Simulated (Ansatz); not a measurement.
Functionals side by side, with their cost (level): LaAlO3 (R-3c, 10 atoms in the cell)

Cell: a = 5.2824 Å, b = 5.2824 Å, c = 5.2824 Å, α = 60.15°, β = 60.15°, γ = 60.15°.

Program: Ansatz (an electronic-structure program), PAW files made with PBE; each row names its functional.

Base settings: basis.ecutwfc = 420 eV; kpoints.mp_grid.grid = 4 4 4; hamiltonian.xc = hse06; hamiltonian.pseudopotentials = {kind: paw} (the program's default PAW files); scf.occupations.method = fermi_dirac; scf.occupations.width = 0.05 eV.

Differences are taken from HSE06, a reference of convenience: it is no measurement, and no ranking of the functionals follows.

Core times come from one kind of shared machine and are given to one figure; runs under 30 s give none.

The starting cell comes from a database of computed structures (which also holds hypothetical and non-ambient phases and stackings), without a prior relaxation at this level. Its lattice was rescaled by a random factor within 2.5 % of one. In the base run, with a pressure of about 8 GPa the cell is away from its equilibrium volume at this level. Ansatz's pressure includes its estimate of the finite-basis (Pulay) stress.

```csv
level,gap on the mesh less reference (eV),pressure less reference (GPa),core time / reference (rough)
PBE,-1.463,5.87,–
PBE0,0.752,0.17,1
HSE06,0.000,0.00,1
```

Keys are those of Ansatz 0.2.
